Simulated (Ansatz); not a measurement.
# Ti (Fm-3m) in Ansatz: reference runs

Aim: a first look at Ti with PBEsol, on the cell as given and on a disturbed one.

All numbers are computed with Ansatz 0.2.0; they aren't measurements. Logs are shortened: lines on timing, memory, paths and dates and some standing lists are left out, and cuts for length are marked.

### Step 1. Starting point

The structure is cubic, space group Fm-3m (No. 225). The conventional cell has a = 4.060 Å, b = 4.060 Å, c = 4.060 Å, α = 90.00°, β = 90.00°, γ = 90.00°. Ti (site symmetry m-3m) is surrounded by 12 Ti at 2.87 Å.

This isn't the form of Ti at room conditions, which is hcp.

### Step 2. Single point, PBEsol

input.yaml reads:

```yaml
crystal:
  lattice:
    - [0.0, 2.03, 2.03]
    - [2.03, 0.0, 2.03]
    - [2.03, 2.03, 0.0]
  atoms:
    - { symbol: Ti, position: [0.0, 0.0, 0.0] }
hamiltonian:
  xc: pbesol
  pseudopotentials: { kind: paw }
kpoints:
  mp_grid: { grid: [11, 11, 11] }
scf:
  occupations: { method: fermi_dirac, width: 0.05 }
output:
  forces: true
  stress: true
  eigenvalues: true
```

Potentials or basis: Ansatz PAW.

Run with:

```sh
ansatz run input.yaml --threads 2 --pin off --max-ram 5632MiB --backend cpu --events-out ev --progress --plain --runs-dir out
```

Output:

```text
Warning: RAYON_NUM_THREADS=2 ignored (pool sized by the plan → 2); use --threads N
Engine: ansatz 0.2.0, aarch64-unknown-linux-gnu
Pseudopotentials: kind: paw
Pseudopotential: Ti, paw, valence charge 12, recommended cutoff 420 eV (normal), Ti.paw.azcp
Functional definition: PBEsol
  exchange = pbesol_x
  correlation = pbesol_c
Crystal: 1 atoms, lattice volume = 16.731 Å³
Basis set: ecut = 420 eV, 331 PW (Γ), exchange–correlation on 40×40×40 points (8 copies of the dense FFT grid, shifted against one another)
Bands: 10, of which v1, the nominal top of the filled ones, is band 6 counted from 1 (5 counted from 0)
Symmetry: 48 space group operations
Space group: Fm-3m (ITA 225), of the structure as read, at distance tolerance 2.6e-5 Å
k-points: 56 of 1331
Non-local potential: Ti, projectors of the file, l = 0: 3, l = 1: 2, l = 2: 3, l = 3: 1
PAW form: soft (Blöchl's): semilocal exchange-correlation on the pseudo side does not see the compensation charge
PAW frozen core: Ti, regenerated for the run's functional, and the local potential with it (the file was generated under x = pbe(κ = 0.804, μ = 0.2195149727645171), c = pbe(β = 0.06672455060314922))
PAW one-centre angular grid: Ti, 590 points (default); XC on 64 Gauss nodes
Initial density: superposition of atomic densities (neutral atoms: chi_scale 0, normalization atom), corrected by the library's trained network
Initial wavefunctions: pseudopotential atomic-orbital guess
Functional: x = pbesol(κ = 0.804, μ = 0.12345679012345678), c = pbesol(β = 0.046)
SCF iter   1: F=—  HF=-2473.851861 eV  |F-HF|=—  |Δ(HF+E_count)|=         —  Δρ=6.25e-3  dr2=4.54e-3  ethr=1.77e-3  ⟨swp⟩=4.4  Hψ=2925  notcnv=0
preconditioner: auto → none  [metal: Δε(μ)=0.054 eV  Ē_g=4.328 eV  σ=0.050 eV  W_gap=0.26  n_scr=0 (ndim 8)  ℏωp=18.2 eV  f_vac=0.000  D(μ)=1.33/eV (n_scr^D=14)]
SCF iter   2: F=—  HF=-2473.850377 eV  |F-HF|=—  |Δ(HF+E_count)|=   1.48e-3  Δρ=1.90e-3  dr2=3.92e-4  ethr=3.79e-5  ⟨swp⟩=3.0  Hψ=1552  notcnv=0
SCF iter   3: F=—  HF=-2473.850290 eV  |F-HF|=—  |Δ(HF+E_count)|=   8.69e-5  Δρ=9.46e-4  dr2=4.04e-5  ethr=3.27e-6  ⟨swp⟩=2.9  Hψ=919  notcnv=0
SCF iter   4: F=—  HF=-2473.850312 eV  |F-HF|=—  |Δ(HF+E_count)|=   2.20e-5  Δρ=7.70e-5  dr2=3.05e-7  ethr=3.37e-7  ⟨swp⟩=1.0  Hψ=560  notcnv=0
iter 5 did not close the SCF: its close was put off for the readings that it lacked (scf_convergence_deferred on its scf_iter line)
SCF iter   5: F=-2473.850313 eV  HF=-2473.850313 eV  |F-HF|=2.69e-10  |Δ(HF+E_count)|=   1.33e-7  Δρ=4.25e-6  dr2=1.22e-9  ethr=2.54e-9  ⟨swp⟩=1.9  Hψ=644  notcnv=0
SCF iter   6: F=-2473.850313 eV  HF=-2473.850313 eV  |F-HF|=9.09e-13  |Δ(HF+E_count)|=  4.12e-10  Δρ=2.75e-7  dr2=2.86e-12  ethr=1.02e-11  ⟨swp⟩=1.0  Hψ=1664  notcnv=0
SCF 1 converged in 6 iterations: F = -2473.850313 eV  dr2 = 2.86e-12
SCF converged after 6 iterations
Free energy (F): -2473.850313 eV
Harris-Foulkes:  -2473.850313 eV  (|F-HF|=9.09e-13)
Internal energy: -2473.839166 eV  (E = F + TS)
E sigma→0 (E₀):  -2473.844739 eV
Entropy (-TS):   -0.011146 eV (-11.146 meV/atom)
Fermi energy:    13.736279 eV
--- Per-component energies (eV) ---
  E_band       = -149.698269
  E_kinetic    = 273.233190
  E_local      = -792.867330  (includes V_loc(G=0)·N_el)
  E_nonlocal   = 9.545464
  E_hartree    = 326.478046
  E_xc         = -96.912013
  E_vxc        = -121.788991  (∫ρ·V_xc dr)
  E_paw        = -1022.651090  (= ΣΔE_a)
  E_vpaw       = -170.776802  (= ΣTr[D̂ρ^β])
  E_aug_tail   = 0.000100  (compensation charges beyond the density's cutoff)
  E_ewald      = -1170.804918
  E_core_change = 0.139384  (= ΣΔE_core)
  E_smearing   = -0.011146  (= −TS)
  E_closure    = -0.000000  (closes the sum)
  Σ components = -2473.850313   (vs F -2473.850313, Δ=0.00e0)
--- Forces (eV/Å), atoms counted from 1 ---
  atom   1  Ti    -0.00000000     0.00000000     0.00000000
  max |Σ_I F_I| component: 2.67e-32 eV/Å
--- Stress (GPa, compression-positive) ---
       -0.540248      -0.000000       0.000000
        0.000000      -0.540248       0.000000
        0.000000       0.000000      -0.540248
  P = ⅓ Tr σ = -0.5402 GPa (-5.402 kbar)
--- Band table (eV; the first three rows and the last of 56) ---
  k-point 0: bands = ["-42.6216", "-18.5465", "-18.5465", "-18.5465", "7.5763", "14.6481", "14.6481", "14.6481", "16.3655", "16.3655"]
  k-point 1: bands = ["-42.6102", "-18.6101", "-18.5544", "-18.5544", "7.8512", "14.4781", "14.7459", "14.7459", "16.3038", "16.3038"]
  k-point 2: bands = ["-42.5792", "-18.7784", "-18.5754", "-18.5754", "8.6198", "14.0870", "14.9178", "14.9178", "16.2630", "16.2630"]
  k-point 55: bands = ["-42.4288", "-19.0673", "-19.0258", "-18.8099", "12.1501", "13.0540", "13.6084", "16.0047", "17.7090", "22.1753"]
```

Wall time 0.51 s (2 threads of Arm Neoverse V1, shared host); peak memory 0.24 GiB.

Results:

```yaml
Free_energy: -2473.8503 eV
Pressure: -0.5 GPa
Band_gap_on_the_k_mesh: none (metal or under the smearing width)
```

Levels at points of the mesh, in eV from the Fermi level:
| k point | band 2 | band 3 | band 4 | band 5 | band 6 | band 7 | band 8 | band 9 | band 10 |
| --- | --- | --- | --- | --- | --- | --- | --- | --- | --- |
| (0.00, 0.00, 0.00) | -32.28 | -32.28 | -32.28 | -6.16 | 0.91 | 0.91 | 0.91 | 2.63 | 2.63 |

Caveat: the PAW data sets come from PBE, with cores solved anew for the run's functional, which leaves a small shift of forces and pressure.

### Step 3. Single point, PBEsol (cell strained at random at fixed volume)

input.yaml reads:

```yaml
crystal:
  lattice:
    - [0.021768, 1.998691, 2.031315]
    - [2.006457, 0.002994, 2.050089]
    - [2.039505, 2.050514, -0.030055]
  atoms:
    - { symbol: Ti, position: [-0.01567, 0.00381, 0.006629] }
hamiltonian:
  xc: pbesol
  pseudopotentials: { kind: paw }
kpoints:
  mp_grid: { grid: [11, 11, 11] }
scf:
  occupations: { method: fermi_dirac, width: 0.05 }
output:
  forces: true
  stress: true
  eigenvalues: true
```

Potentials or basis: Ansatz PAW.

Run with:

```sh
ansatz run input.yaml --threads 2 --pin off --max-ram 5632MiB --backend cpu --events-out ev --progress --plain --runs-dir out
```

Wall time 4.1 s (2 threads of Arm Neoverse V1, shared host); peak memory 0.37 GiB.

It converged, with:

```
Free energy            : -2473.8449 eV
Pressure               : -0.4 GPa
Band gap on the k mesh : none (metal or under the smearing width)
```

Stress tensor (GPa, compression positive):
```
 0.13 -1.80  0.17
-1.80 -0.12  1.48
 0.17  1.48 -1.29
```

Levels at points of the mesh, in eV from the Fermi level:
```
           k point  band 3  band 4  band 5  band 6  band 7  band 8  band 9  band 10
(0.00, 0.00, 0.00)  -32.28  -32.26   -6.15    0.69    0.91    1.13    2.55     2.73
```

Caveat: the PAW data sets come from PBE, with cores solved anew for the run's functional, which leaves a small shift of forces and pressure.
